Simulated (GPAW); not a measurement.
# CdSe (Cadmoselite) (P6_3mc) in GPAW: settings compared, part 2 of 2

GPAW 26.7.0. Earlier steps stand in the parts before.

## (5) Band structure, BLYP, spin-orbit coupling, no magnetisation

The input, run.py:

```python
import numpy as np
from ase.dft.bandgap import bandgap
from ase.io import read, write
from ase.units import GPa
from gpaw import GPAW, PW, setup_paths
from gpaw.spinorbit import soc_eigenstates

setup_paths.insert(0, '.')

atoms = read('CdSe.cif')

calc = GPAW(mode=PW(600),
            xc='BLYP',
            kpts={'size': (5, 5, 3), 'gamma': True},
            occupations={'name': 'fermi-dirac', 'width': 0.05},
            nbands=31,
            convergence={'density': 1e-05, 'energy': 1e-05},
            eigensolver='davidson',
            maxiter=150,
            txt='gpaw.txt')
atoms.calc = calc
energy = atoms.get_potential_energy()
forces = atoms.get_forces()
stress = atoms.get_stress()
calc.write('gs.gpw')
write('result.traj', atoms)
print(f'Energy: {energy:.6f} eV')
print('Forces (eV/A):')
print(forces.round(4))
print('Stress (GPa):', (stress / GPa).round(3))
print('Fermi level:', round(calc.get_fermi_level(), 4), 'eV')
print(f'Gap: {bandgap(calc)[0]:.4f} eV, direct: {bandgap(calc, direct=True)[0]:.4f} eV')

path = atoms.cell.bandpath('GMKGALHA,LM,KH', npoints=80, eps=1e-4)
bs_calc = calc.fixed_density(kpts=path, symmetry='off', nbands=52,
                             convergence={'bands': 'CBM+6.0', 'eigenstates': 1e-6}, txt='bands.txt')
bs = bs_calc.band_structure()
bs.write('bs.json')
print(f'Gap on the path: {bandgap(bs_calc)[0]:.4f} eV')

soc = soc_eigenstates(bs_calc, theta=90, phi=0)
np.savetxt('soc_bands.dat', soc.eigenvalues(), fmt='%.4f')
mesh = soc_eigenstates('gs.gpw', theta=90, phi=0)
np.savetxt('soc_mesh.dat', mesh.eigenvalues(), fmt='%.4f')
print('Fermi level with spin-orbit coupling:', round(mesh.fermi_level, 4), 'eV')
```

The input, CdSe.cif:

```cif
data_CdSe
_cell_length_a 4.30000000
_cell_length_b 4.30000000
_cell_length_c 7.02000000
_cell_angle_alpha 90.00000000
_cell_angle_beta 90.00000000
_cell_angle_gamma 120.00000000
_space_group_name_H-M_alt 'P1'
_space_group_name_Hall 'P 1'
_space_group_IT_number 1
loop_
_space_group_symop_operation_xyz
'x,y,z'
loop_
_atom_site_label
_atom_site_type_symbol
_atom_site_symmetry_multiplicity
_atom_site_Wyckoff_symbol
_atom_site_fract_x
_atom_site_fract_y
_atom_site_fract_z
_atom_site_occupancy
Cd1 Cd 1 a 0.6666666667 0.3333333333 0.5000000000 1
Cd2 Cd 1 a 0.3333333333 0.6666666667 0.0000000000 1
Se1 Se 1 a 0.6666666667 0.3333333333 0.8850000000 1
Se2 Se 1 a 0.3333333333 0.6666666667 0.3850000000 1
```

Potentials or basis: PAW data sets generated in the run's folder for this functional, pw.

Run with:

```bash
gpaw-setup -f BLYP Cd Se
OMP_NUM_THREADS=1 python run.py
```

Run time: 2.3 min. Hardware: 1 thread of Intel Xeon Platinum 8259CL at 2.50GHz (Skylake/Cascade Lake), shared host; peak memory 0.59 GiB.

It converged, with:

```
Free energy             : -9.0960 eV
Pressure                : 5.8 GPa
Largest force           : 0.305 eV/Å
Band gap on the k mesh  : 0.49 eV, direct
Band gap along the path : 0.49 eV, direct
```

Forces on the atoms (eV/Å):
```
Cd   0.000  0.000  0.305
Cd   0.000  0.000  0.305
Se   0.000  0.000 -0.305
Se   0.000  0.000 -0.305
```

Stress tensor (GPa, compression positive):
```
6.46 0.00 0.00
0.00 6.46 0.00
0.00 0.00 4.35
```

Levels at the corners of the path, in eV from the valence-band top:
```csv
point,band 34,band 35,band 36,band 37,band 38,band 39
Γ,-0.01,0.00,0.00,0.49,0.49,1.93
M,-1.38,-0.93,-0.93,3.03,3.03,3.20
K,-1.89,-1.79,-1.79,4.36,4.36,4.39
Γ,-0.01,0.00,0.00,0.49,0.49,1.93
A,-0.37,-0.37,-0.37,2.13,2.13,2.13
L,-1.37,-1.37,-1.37,2.85,2.85,2.85
H,-1.21,-1.16,-1.16,3.60,3.60,3.67
A,-0.37,-0.37,-0.37,2.13,2.13,2.13
L,-1.37,-1.37,-1.37,2.85,2.85,2.85
M,-1.38,-0.93,-0.93,3.03,3.03,3.20
K,-1.89,-1.79,-1.79,4.36,4.36,4.39
H,-1.21,-1.16,-1.16,3.60,3.60,3.67
```

Caveat: spin-orbit coupling was added after a scalar SCF, so levels and gaps hold it while energy, forces, pressure and moments don't; this program's spin-orbit splittings come out too wide for heavy elements.

## (6) Overview

| task | level | potentials or basis | spin | cutoff (eV) | band path | band points | eigensolver | spin axis theta (degrees) | spin axis phi (degrees) | grid spacing | gap on the mesh (eV) |
| --- | --- | --- | --- | --- | --- | --- | --- | --- | --- | --- | --- |
| equation of state | vdW-DF2 | GPAW PAW data sets (gpaw-data 1.2.1), pw | off | 600 | - | - | - | - | - | - | - |
| equation of state | PBE | PAW data sets generated in the run's folder for this functional, pw | off | 600 | - | - | - | - | - | - | - |
| band structure | PBE | GPAW PAW data sets (gpaw-data 1.2.1), lcao:dzp | off | - | GMKGALHA,LM,KH | 100 | - | - | - | 0.16 Å | 0.72 |
| band structure | BLYP | PAW data sets generated in the run's folder for this functional, pw | SOC, no magnetisation | 600 | GMKGALHA,LM,KH | 80 | davidson | 90 | 0 | - | 0.49 |

Alike in all rows: cell as given; k mesh 5 × 5 × 3; smearing fermi-dirac 0.05 eV.

Caveats: the PAW data sets were made with another functional, which shifts forces and pressure a little (some runs); the real-space grid adds noise to forces (some runs); the forces don't sum to zero, a sign of grid noise (some runs); the basis of atomic orbitals isn't converged, which shifts pressures, moduli and gaps (some runs); spin-orbit coupling was added after a scalar SCF, so levels and gaps hold it while energy, forces, pressure and moments don't (some runs).

Total energies depend on the potentials used, so only differences within one code and one set of settings carry meaning.

## (7) Against experiment

Step 4. A measured gap of CdSe is 1.841 eV (2 K; a printed reference work, data compilation); the calculated 0.72 eV misses it by -1.12 eV. So large a miss can be the level of theory's own, or it may mean another phase, state or a wrong row. Spin-orbit coupling on Cd, Se is left out. The value is that of PBE in an atomic basis (GPAW PAW data sets (gpaw-data 1.2.1), lcao:dzp), whose error adds to the functional's,, without temperature or zero-point motion. Semilocal functionals fall short of measured gaps as a rule.

Step 5. A measured gap of CdSe is 1.841 eV (2 K; a printed reference work, data compilation); the calculated 0.49 eV misses it by -1.35 eV. So large a miss can be the level of theory's own, or it may mean another phase, state or a wrong row. The value is that of BLYP, without temperature or zero-point motion. Semilocal functionals fall short of measured gaps as a rule.
